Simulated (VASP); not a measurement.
Output of a VASP run:

File OSZICAR:
```
       N       E                     dE             d eps       ncg     rms          rms(c)
DAV:   1     0.922191584645E+02    0.92219E+02   -0.68657E+03   480   0.113E+03
DAV:   2    -0.212620473983E+00   -0.92432E+02   -0.84973E+02   732   0.182E+02
DAV:   3    -0.634079793439E+01   -0.61282E+01   -0.61082E+01   608   0.533E+01
DAV:   4    -0.639263828007E+01   -0.51840E-01   -0.51827E-01   560   0.586E+00
DAV:   5    -0.639303788854E+01   -0.39961E-03   -0.39957E-03   608   0.499E-01    0.205E+00
DAV:   6    -0.620721248980E+01    0.18583E+00   -0.27892E-01   528   0.315E+00    0.112E+00
DAV:   7    -0.617665744093E+01    0.30555E-01   -0.15189E-01   580   0.226E+00    0.514E-01
DAV:   8    -0.617704399897E+01   -0.38656E-03   -0.90137E-03   572   0.689E-01    0.892E-02
DAV:   9    -0.617699482399E+01    0.49175E-04   -0.67887E-04   556   0.205E-01    0.512E-02
DAV:  10    -0.617703381845E+01   -0.38994E-04   -0.13983E-04   596   0.731E-02    0.232E-02
DAV:  11    -0.617703611433E+01   -0.22959E-05   -0.38626E-05   548   0.415E-02    0.449E-03
DAV:  12    -0.617703539313E+01    0.72120E-06   -0.32408E-06   556   0.139E-02
   1 F= -.22216252E+01 E0= -.22216252E+01  d E =-.222163E+01
       N       E                     dE             d eps       ncg     rms          rms(c)
DAV:   1    -0.757056506508E+01   -0.13935E+01   -0.37960E+01   512   0.435E+01    0.679E+00
DAV:   2    -0.611871050942E+01    0.14519E+01   -0.17881E+00   484   0.871E+00    0.281E+00
DAV:   3    -0.572101343594E+01    0.39770E+00   -0.12302E+00   492   0.694E+00    0.114E+00
DAV:   4    -0.571734359833E+01    0.36698E-02   -0.23930E-02   532   0.114E+00    0.392E-01
DAV:   5    -0.571697548173E+01    0.36812E-03   -0.46162E-03   528   0.467E-01    0.148E-01
DAV:   6    -0.571696529276E+01    0.10189E-04   -0.53214E-04   512   0.163E-01    0.311E-02
DAV:   7    -0.571696125892E+01    0.40338E-05   -0.31444E-05   544   0.459E-02    0.212E-02
DAV:   8    -0.571695752768E+01    0.37312E-05   -0.15258E-05   504   0.240E-02    0.968E-03
DAV:   9    -0.571695617298E+01    0.13547E-05   -0.16091E-06   320   0.942E-03    0.287E-03
DAV:  10    -0.571695619349E+01   -0.20514E-07   -0.16255E-07   268   0.311E-03
   2 F= -.23039869E+01 E0= -.23039869E+01  d E =-.823617E-01
       N       E                     dE             d eps       ncg     rms          rms(c)
DAV:   1    -0.606776379971E+01   -0.35081E+00   -0.33229E+00   500   0.120E+01    0.189E+00
DAV:   2    -0.593385545099E+01    0.13391E+00   -0.17871E-01   492   0.273E+00    0.826E-01
DAV:   3    -0.589846907048E+01    0.35386E-01   -0.10844E-01   492   0.206E+00    0.370E-01
DAV:   4    -0.589803044125E+01    0.43863E-03   -0.24025E-03   524   0.354E-01    0.112E-01
DAV:   5    -0.589800017827E+01    0.30263E-04   -0.39016E-04   516   0.135E-01    0.406E-02
DAV:   6    -0.589799416533E+01    0.60129E-05   -0.27264E-05   516   0.348E-02    0.175E-02
DAV:   7    -0.589799331739E+01    0.84794E-06   -0.21082E-06   456   0.110E-02
   3 F= -.23267205E+01 E0= -.23267205E+01  d E =-.105095E+00
```

File OUTCAR:
```
------------------------ aborting loop because EDIFF is reached ----------------------------------------
  FORCE on cell =-STRESS in cart. coord.  units (eV):
  Direction    XX          YY          ZZ          XY          YZ          ZX
  --------------------------------------------------------------------------------------
  Total        3.5620899      3.5620899      3.5620899     -0.0000000     -0.0000000     -0.0000000
  in kB       99.7428652     99.7428652     99.7428652     -0.0000000     -0.0000000     -0.0000000
  external PRESSURE =      -0.2571348 kB  Pullay stress =     100.0000000 kB
  volume of cell :       57.22
      direct lattice vectors                 reciprocal lattice vectors
     3.853403955  0.000000000  0.000000000     0.259510815  0.000000000 -0.000000000
    -0.000000000  3.853403955 -0.000000000    -0.000000000  0.259510815  0.000000000
     0.000000000 -0.000000000  3.853403955    -0.000000000  0.000000000  0.259510815
 POSITION                                       TOTAL-FORCE (eV/Angst)
 -----------------------------------------------------------------------------------
      0.00000      0.00000      0.00000         0.000000      0.000000      0.000000
      1.92670      1.92670      1.92670        -0.000000     -0.000000      0.000000
 -----------------------------------------------------------------------------------
    total drift:                                0.000000      0.000000     -0.000000
  FREE ENERGIE OF THE ION-ELECTRON SYSTEM (eV)
  ---------------------------------------------------
  free  energy   TOTEN  =        -5.8979933174 eV

  energy  without entropy=       -5.8979933174  energy(sigma->0) =       -5.89799332
  enthalpy is  TOTEN    =        -2.3267204520 eV   P V=        3.5712728654

 reached required accuracy - stopping structural energy minimisation
```
(Selected blocks of OUTCAR.)

File POSCAR:
```
CsBr
1
    3.9868880033     0.0000000000     0.0000000000
    0.0000000000     3.9868880033     0.0000000000
    0.0000000000     0.0000000000     3.9868880033
Cs Br
1 1
Direct
  0.0000000000   0.0000000000   0.0000000000
  0.5000000000   0.5000000000   0.5000000000
```

Task: Reconstruct the remaining input files.

Result: Several could match; the one computed here: the input of the run itself, PBEsol GGA, plane waves, VASP's PBE PAW potentials (set 64).

**KPOINTS**
```
Regular mesh
0
gamma
7 7 7
0 0 0
```

### INCAR
```
SYSTEM = CsBr
PREC = Accurate; ENCUT = 500; LREAL = .FALSE.
LASPH = .TRUE.
EDIFF = 1E-6; NELM = 100; ALGO = Normal
LMAXMIX = 4
ISMEAR = 0; SIGMA = 0.05
GGA = PS
IBRION = 2; NSW = 40; ISIF = 3
EDIFFG = -0.02; PSTRESS = 100
LWAVE = .FALSE.; LCHARG = .FALSE.
```

POTCAR, in this order: Cs_sv Br (PBE.64 set). Program: vasp_std.

Energy and stress use the plane-wave basis of the starting cell.

The compound is CsBr in the CsCl type structure. This run relaxes it under an external pressure of 10 GPa. Symmetry was kept, so distortions that lower it aren't found.
